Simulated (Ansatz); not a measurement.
Be:

```
CELL_PARAMETERS angstrom
2.28530 0.00000 0.00000
-1.14265 1.97913 0.00000
0.00000 0.00000 3.58420
ATOMIC_POSITIONS crystal
Be 0.66667 0.33333 0.75000
Be 0.33333 0.66667 0.25000
```

Base run:

| Quantity | Value |
| --- | --- |
| Program | Ansatz 0.2.0 |
| Functional | LDA |
| Potentials or basis | Ansatz PAW |
| Cutoff | 420 eV |
| Density cutoff | 1680 eV |
| k mesh | 13 × 13 × 8 |
| Occupations | gaussian, width 0.05 eV |
| Spin | no spin polarisation |

Its results: band gap on the k mesh none (metal or under the smearing width); pressure -8.2 GPa.

Question: The run is repeated on the same cell with these changes: occupations from gaussian, width 0.05 eV to gaussian, width 0.1 eV; dispersion from none to D4. What comes out?

Answer: Band gap on the k mesh none (metal or under the smearing width); pressure -10.4 GPa.

Caveats: the PAW data sets come from PBE, with cores solved anew for the run's functional, which leaves a small shift of forces and pressure; pairwise dispersion overbinds metals, which lowers pressure and volume (some runs).

Not every run made on this cell is shown here.
